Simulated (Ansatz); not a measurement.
Mulliken charges of `NC(N)=O` from PBE/def2-TZVPP in Ansatz (PBE0-D4/def2-TZVP geometry).

```csv
atom,x (Å),y (Å),z (Å),charge (e)
N1,-0.079,1.146,-0.243,-0.291
C2,-0.231,-0.213,-0.398,0.228
N3,0.337,-0.961,0.609,-0.291
O4,-0.812,-0.708,-1.338,-0.325
H5,-0.658,1.686,-0.864,0.184
H6,0.007,1.514,0.689,0.155
H7,0.398,-1.941,0.393,0.184
H8,1.130,-0.580,1.097,0.155
```

Question: By hand: the dipole of these point charges (1 e Å = 4.8032 D).

Answer: Σ q r = (0.265, 0.226, 0.428) e Å, of length 0.552 e Å = 2.65 D.

Question: How does the dipole of the full density compare? (An estimate is asked.)

Answer: The calculation gave: (0.370, 0.315, 0.598) e Å, 3.70 D; the point charges give 0.72 times that, at 0° from its direction.

Point charges leave out the atoms' own dipoles, such as those of lone pairs, and Mulliken's split depends on the basis, so the two needn't agree.
